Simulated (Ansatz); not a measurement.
## Band table of SiO2

```xyz
6
Lattice="4.1801 0.0000 0.0000 0.0000 4.1801 0.0000 0.0000 0.0000 2.6144" Properties=species:S:1:pos:R:3 pbc="T T T"
Si    0.0000    0.0000    0.0000
Si    2.0901    2.0901    1.3072
O     1.2820    1.2820    0.0000
O     0.8080    3.3721    1.3072
O     2.8981    2.8981    0.0000
O     3.3721    0.8080    1.3072
```

Atoms are numbered in the order listed.

The cell comes from COD entry 9001276, which wasn't checked; take it as a given geometry. The listed cell was then made from it by scaling, straining or moving an atom.

The calculation used DFT, PBE, all-electron LAPW, scalar-relativistic (Ansatz 0.2.0).

Settings: a Γ-centred 6×6×9 k mesh, Fermi–Dirac smearing of 0.03 eV, basis error target 1 meV/atom, no spin polarisation.

Path points, in fractions of the reciprocal vectors: Γ (0.000, 0.000, 0.000), X (0.000, 0.500, 0.000), M (0.500, 0.500, 0.000), Z (0.000, 0.000, 0.500), R (0.000, 0.500, 0.500), A (0.500, 0.500, 0.500). Levels in eV from the valence-band top; bands 13 to 32, counted from the lowest band of the run. The gap is 6.08 eV, direct at Γ.

```
# k(1/Å) point b13 b14 b15 b16 b17 b18 b19 b20 b21 b22 b23 b24 b25 b26 b27 b28 b29 b30 b31 b32
0.000 Γ -22.77 -19.07 -19.07 -18.91 -10.93 -6.60 -6.60 -6.39 -5.22 -5.22 -3.07 -3.07 -2.45 -0.90 -0.90 0.00 6.08 7.11 9.01 9.01
0.150 - -22.72 -19.45 -19.05 -18.65 -10.87 -6.93 -6.61 -6.15 -5.19 -4.94 -3.17 -3.05 -2.43 -1.12 -0.92 -0.08 6.25 7.20 9.00 9.04
0.301 - -22.56 -19.96 -18.97 -18.46 -10.68 -7.57 -6.43 -5.67 -5.07 -4.47 -3.40 -2.99 -2.42 -1.72 -0.97 -0.31 6.67 7.46 9.06 9.11
0.451 - -22.31 -20.50 -18.85 -18.40 -10.38 -8.25 -6.00 -5.08 -4.89 -4.12 -3.70 -2.89 -2.53 -2.45 -1.05 -0.64 7.24 7.84 9.20 9.29
0.601 - -21.96 -21.03 -18.70 -18.44 -9.97 -8.89 -5.36 -4.64 -4.48 -4.08 -4.03 -3.36 -2.77 -2.53 -1.12 -0.95 7.81 8.20 9.32 9.57
0.752 X -21.53 -21.53 -18.56 -18.56 -9.48 -9.48 -4.60 -4.60 -4.35 -4.35 -3.95 -3.95 -2.64 -2.64 -1.11 -1.11 8.21 8.21 9.55 9.55
0.902 - -21.49 -21.49 -18.63 -18.63 -9.36 -9.36 -4.73 -4.73 -4.32 -4.32 -3.85 -3.85 -2.68 -2.68 -1.18 -1.18 8.15 8.15 9.63 9.63
1.052 - -21.39 -21.39 -18.83 -18.83 -9.04 -9.04 -5.05 -5.05 -4.24 -4.24 -3.63 -3.63 -2.79 -2.79 -1.37 -1.37 8.03 8.03 9.87 9.87
1.202 - -21.24 -21.24 -19.10 -19.10 -8.59 -8.59 -5.47 -5.47 -4.11 -4.11 -3.32 -3.32 -2.95 -2.95 -1.67 -1.67 7.93 7.93 10.17 10.17
1.353 - -21.09 -21.09 -19.34 -19.34 -8.14 -8.14 -5.88 -5.88 -3.98 -3.98 -3.11 -3.11 -2.95 -2.95 -2.06 -2.06 7.87 7.87 10.41 10.41
1.503 M -21.02 -21.02 -19.44 -19.44 -7.93 -7.93 -6.08 -6.08 -3.92 -3.92 -3.19 -3.19 -2.62 -2.62 -2.39 -2.39 7.86 7.86 10.51 10.51
1.716 - -21.34 -20.92 -19.40 -19.12 -8.61 -7.92 -6.20 -5.34 -4.17 -3.86 -3.43 -3.18 -2.96 -2.66 -2.20 -1.72 7.73 8.04 10.15 10.48
1.928 - -21.89 -20.62 -19.32 -18.64 -9.60 -7.84 -6.45 -4.58 -4.39 -4.28 -3.69 -3.15 -2.69 -2.64 -1.75 -1.08 7.41 8.25 9.37 10.22
2.141 - -22.36 -20.16 -19.20 -18.40 -10.36 -7.56 -6.66 -5.29 -4.92 -4.09 -3.45 -3.11 -2.45 -2.15 -1.30 -0.55 6.97 7.83 8.87 9.69
2.353 - -22.67 -19.59 -19.11 -18.53 -10.80 -7.03 -6.71 -6.01 -5.15 -4.72 -3.20 -3.08 -2.42 -1.28 -1.00 -0.15 6.39 7.29 8.88 9.20
2.566 Γ -22.77 -19.07 -19.07 -18.91 -10.93 -6.60 -6.60 -6.39 -5.22 -5.22 -3.07 -3.07 -2.45 -0.90 -0.90 0.00 6.08 7.11 9.01 9.01
2.806 - -22.63 -19.00 -19.00 -18.88 -10.87 -6.48 -6.48 -6.23 -5.66 -5.39 -3.55 -3.55 -2.96 -0.99 -0.99 -0.11 6.56 7.88 9.60 9.60
3.047 - -22.22 -18.84 -18.79 -18.79 -10.73 -6.51 -6.14 -6.14 -6.03 -5.78 -4.66 -4.66 -3.97 -1.30 -1.30 -0.47 7.49 9.60 10.43 10.98
3.287 - -21.58 -18.93 -18.52 -18.52 -10.57 -7.21 -7.04 -5.92 -5.92 -5.56 -5.56 -5.06 -4.85 -1.81 -1.81 -1.12 8.14 10.77 10.78 12.30
3.527 - -20.78 -19.29 -18.27 -18.27 -10.29 -8.53 -6.94 -6.76 -6.76 -5.64 -5.00 -5.00 -4.13 -2.41 -2.41 -2.02 8.63 10.32 11.77 12.78
3.768 Z -19.96 -19.96 -18.17 -18.17 -9.62 -9.62 -7.09 -7.09 -6.38 -6.38 -4.66 -4.66 -3.07 -3.07 -2.75 -2.75 9.38 9.38 12.78 12.78
3.918 - -19.94 -19.94 -18.19 -18.19 -9.63 -9.63 -7.10 -7.10 -6.57 -6.57 -4.48 -4.48 -3.03 -3.03 -2.69 -2.69 9.37 9.37 12.04 12.04
4.068 - -19.88 -19.88 -18.26 -18.26 -9.62 -9.62 -7.29 -7.29 -6.79 -6.79 -4.16 -4.16 -2.93 -2.93 -2.45 -2.45 9.31 9.31 11.27 11.27
4.219 - -19.81 -19.81 -18.34 -18.34 -9.59 -9.59 -7.70 -7.70 -6.77 -6.77 -4.01 -4.01 -2.72 -2.72 -2.14 -2.14 9.20 9.20 10.61 10.61
4.369 - -19.73 -19.73 -18.42 -18.42 -9.54 -9.54 -8.04 -8.04 -6.70 -6.70 -4.01 -4.01 -2.47 -2.47 -1.89 -1.89 9.07 9.07 10.13 10.13
4.519 R -19.71 -19.71 -18.45 -18.45 -9.51 -9.51 -8.18 -8.18 -6.67 -6.67 -4.03 -4.03 -2.35 -2.35 -1.80 -1.80 9.02 9.02 9.95 9.95
4.669 - -19.70 -19.70 -18.45 -18.45 -9.74 -9.74 -8.01 -8.01 -6.68 -6.68 -3.90 -3.90 -2.38 -2.38 -1.77 -1.77 8.70 8.70 10.23 10.23
4.820 - -19.68 -19.68 -18.43 -18.43 -10.15 -10.15 -7.92 -7.92 -6.45 -6.45 -3.69 -3.69 -2.38 -2.38 -1.71 -1.71 8.19 8.19 10.63 10.63
4.970 - -19.66 -19.66 -18.41 -18.41 -10.52 -10.52 -8.07 -8.07 -5.89 -5.89 -3.73 -3.73 -2.22 -2.22 -1.64 -1.64 7.77 7.77 10.96 10.96
5.120 - -19.64 -19.64 -18.40 -18.40 -10.76 -10.76 -8.24 -8.24 -5.24 -5.24 -4.07 -4.07 -1.97 -1.97 -1.59 -1.59 7.53 7.53 11.12 11.12
5.271 A -19.63 -19.63 -18.40 -18.40 -10.84 -10.84 -8.30 -8.30 -4.67 -4.67 -4.54 -4.54 -1.85 -1.85 -1.59 -1.59 7.45 7.45 11.09 11.09
5.483 - -19.66 -19.63 -18.43 -18.37 -10.79 -10.56 -8.21 -8.13 -5.87 -4.79 -4.55 -3.61 -2.09 -2.02 -1.73 -1.54 7.59 7.63 11.14 11.27
5.696 - -19.75 -19.67 -18.46 -18.32 -10.60 -9.84 -7.96 -7.71 -7.10 -5.15 -4.60 -3.16 -2.46 -2.38 -2.11 -1.69 8.00 8.24 11.00 11.63
5.908 - -19.85 -19.79 -18.37 -18.25 -10.26 -9.14 -7.80 -7.60 -7.24 -5.73 -4.64 -3.36 -2.79 -2.66 -2.57 -2.09 8.60 9.27 10.57 12.02
6.121 - -19.93 -19.91 -18.24 -18.19 -9.84 -9.40 -7.24 -7.08 -7.02 -6.25 -4.66 -4.07 -3.01 -2.93 -2.75 -2.54 9.16 9.54 11.26 12.70
6.334 Z -19.96 -19.96 -18.17 -18.17 -9.62 -9.62 -7.09 -7.09 -6.38 -6.38 -4.66 -4.66 -3.07 -3.07 -2.75 -2.75 9.38 9.38 12.78 12.78
6.617 - -20.75 -19.31 -18.29 -18.27 -10.23 -8.61 -7.17 -6.75 -6.73 -5.99 -4.76 -4.73 -4.00 -2.43 -2.39 -1.95 8.67 10.26 11.46 12.36
6.901 - -21.40 -19.38 -18.47 -18.37 -10.20 -7.67 -7.66 -6.51 -6.06 -5.67 -4.71 -4.36 -4.32 -1.91 -1.86 -1.09 8.33 10.63 10.73 11.75
7.184 - -21.78 -20.12 -18.62 -18.32 -10.00 -7.90 -7.26 -6.19 -5.46 -4.42 -4.27 -4.00 -3.74 -1.99 -1.48 -0.79 8.17 9.97 10.78 10.79
7.467 - -21.83 -20.92 -18.65 -18.41 -9.86 -8.78 -5.98 -5.18 -4.86 -4.05 -3.65 -3.52 -3.11 -2.60 -1.22 -0.97 8.14 8.80 9.83 10.13
7.751 X -21.53 -21.53 -18.56 -18.56 -9.48 -9.48 -4.60 -4.60 -4.35 -4.35 -3.95 -3.95 -2.64 -2.64 -1.11 -1.11 8.21 8.21 9.55 9.55
```
